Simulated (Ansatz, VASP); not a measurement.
## NaH in VASP and in Ansatz

```
CELL_PARAMETERS angstrom
2.27146 0.00000 0.00000
0.00000 2.27146 0.00000
0.00000 0.00000 2.27146
ATOMIC_POSITIONS crystal
Na 0.00000 0.00000 0.00000
H 0.50000 0.50000 0.50000
```

Change from the starting cell: volume scaled by 0.45, crystal datasets.

Alike in both runs: task single point; functional PBE; k mesh 12 × 12 × 12; occupations fermi-dirac, width 0.08 eV; no spin polarisation.

|  | VASP | Ansatz |
| --- | --- | --- |
| version | VASP 6.6.1 | Ansatz 0.2.0 |
| potentials or method | VASP PAW PBE potentials, release 64 (Na_pv, H), cutoff 520 eV | all-electron PAW with datasets made for the crystal, scalar-relativistic |

Ansatz gave:

- pressure (GPa): 84.0

Question: Estimate VASP's values.

Answer: Pressure (GPa): 84.8.

Ansatz ran all-electron here, so the differences hold the error of VASP's frozen core and of both bases.

Caveats: the cell as given lies far from equilibrium; so large a pressure means that the cell lies far from this level's equilibrium, or that cutoff or potentials fall short (VASP). A k mesh can miss the band edges.
